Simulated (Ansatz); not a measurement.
# K under changes of volume

One of the cells (80.087 Å³/atom); the others are scaled copies at fixed shape and fractional positions:

```
K
1.0
     4.31044    0.00000    0.00000
     0.00000    4.31044    0.00000
     0.00000    0.00000    4.31044
K
1
Direct
  0.00000 0.00000 0.00000
```

This isn't the form of K at room conditions, which is bcc.

* Program: Ansatz 0.2.0
* Functional: PBE
* Potentials or basis: Ansatz PAW
* Cutoff: 420 eV (not typed: the program's choice for these potentials)
* k mesh: 6 × 6 × 6
* Occupations: fermi-dirac, width 0.05 eV
* Spin: no spin polarisation

```csv
volume (Å³/atom),energy over the lowest point (meV/atom),pressure (GPa)
75.282,1.67,0.2
76.884,0.52,0.1
78.486,0.00,0.0
80.087,0.06,0.0
81.689,?,?
83.291,1.72,-0.1
84.893,3.23,-0.2
```

Q: What does the run at 81.689 Å³/atom give?

A: Energy over the lowest point 0.65 meV/atom; pressure -0.1 GPa.

Worked out: A Birch-Murnaghan fit of order 3 (a polynomial in V^(-2/3)) to the other rows has its minimum at 79.11 Å³/atom with B0 = V·E''(V) = 2.8 GPa and B' = 3.5. It gives 0.65 meV/atom at 81.689 Å³/atom, against the run's 0.65, and -dE/dV = -0.1 GPa, against -0.1.

Energies are extrapolated to zero smearing.
